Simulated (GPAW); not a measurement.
Input of a GPAW 26.7.0 run:

The input run.py:

```python
from ase import Atoms
from ase.eos import EquationOfState
from ase.io import Trajectory
from ase.units import GPa
from gpaw import GPAW, PW, setup_paths

setup_paths.insert(0, '.')

atoms = Atoms(['Ge', 'Ge', 'Ge', 'Ge', 'S', 'S', 'S', 'S'],
              cell=[[10.481, 0.0, 0.0],
                    [0.0, 3.646, 0.0],
                    [0.0, 0.0, 4.299]],
              scaled_positions=[[0.8779, 0.75, 0.8723],
                                [0.6221, 0.25, 0.3723],
                                [0.3779, 0.75, 0.6277],
                                [0.1221, 0.25, 0.1277],
                                [0.1505, 0.75, 0.4977],
                                [0.3495, 0.25, 0.9977],
                                [0.6505, 0.75, 0.0023],
                                [0.8495, 0.25, 0.5023]],
              pbc=True)

traj = Trajectory('eos.traj', 'w')
volumes, energies = [], []
for x in [0.94, 0.96, 0.98, 1.0, 1.02, 1.04, 1.06]:
    a = atoms.copy()
    a.set_cell(atoms.cell * x**(1 / 3), scale_atoms=True)
    calc = GPAW(mode=PW(600),
                xc='PBEsol',
                kpts={'size': (2, 5, 4), 'gamma': True},
                occupations={'name': 'fermi-dirac', 'width': 0.05},
                nbands=37,
                convergence={'density': 1e-05, 'energy': 1e-05},
                maxiter=150,
                txt=f'eos-{x:.2f}.txt')
    a.calc = calc
    energies.append(a.get_potential_energy(force_consistent=True))
    volumes.append(a.get_volume())
    p = -a.get_stress()[:3].mean() / GPa
    calc.write(f'eos-{x:.2f}.gpw')
    traj.write(a)
    print(f'{x:.2f} {volumes[-1]:10.4f} A^3 {energies[-1]:14.6f} eV {p:9.3f} GPa', flush=True)

v0, e0, B = EquationOfState(volumes, energies, eos='birchmurnaghan').fit()
print(f'V0 = {v0:.4f} A^3, E0 = {e0:.6f} eV, B0 = {B / GPa:.2f} GPa')
```

Potentials or basis: PAW data sets generated in the run's folder for this functional, pw.

The run is started by

```sh
$ gpaw-setup -f PBEsol Ge S
$ OMP_NUM_THREADS=1 python run.py
```

Problem. Predict the bulk modulus at fixed shape and positions.

Solution. 68 GPa.

Problem. What does it give for the pressure derivative of the bulk modulus?

Solution. 4.1.

Problem. Estimate the equilibrium volume.

Solution. 20.26 Å³/atom.

Energy against volume, from the lowest point:
```tsv
volume (Å³/atom)	energy (meV/atom)
19.303	10.22
19.714	3.07
20.124	0.00
20.535	0.60
20.946	4.50
21.357	11.39
21.767	20.96
```

Caveat: the k mesh is coarse (spacing up to 0.37 Å⁻¹), so the values aren't converged; the cell was scaled at fixed shape and fractional positions, which overstates the stiffness of a crystal with free parameters, most of all of layers and chains.
